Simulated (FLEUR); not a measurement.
The system is KCl (Sylvite).

```xyz
2
Lattice="0.0000 3.1465 3.1465 3.1465 0.0000 3.1465 3.1465 3.1465 0.0000" Properties=species:S:1:pos:R:3 pbc="T T T"
K     0.0000    0.0000    0.0000
Cl    3.1465    3.1465    3.1465
```

Base run:

| Property | Result |
| --- | --- |
| Program | FLEUR MaX-R8.1 (later development tree) |
| Functional | PBEsol |
| Potentials or basis | all-electron |
| Basis | FLAPW |
| Kmax | 4.1 1/bohr |
| k mesh | 7 × 7 × 7 |
| Occupations | fermi-dirac, width 0.05 eV |
| Spin | no spin polarisation |

Its results: band gap on the k mesh 5.03 eV, direct.

Q: After a change of settings the same cell gave: band gap on the k mesh 5.81 eV, direct. Which change was it?
A. functional from PBEsol to LDA; lmax from K 11, Cl 11 to K 10, Cl 10
B. lmax from K 11, Cl 11 to K 10, Cl 10
C. functional from PBEsol to WC
D. functional from PBEsol to RPBE

A: D.

Not every run made on this cell is shown here.
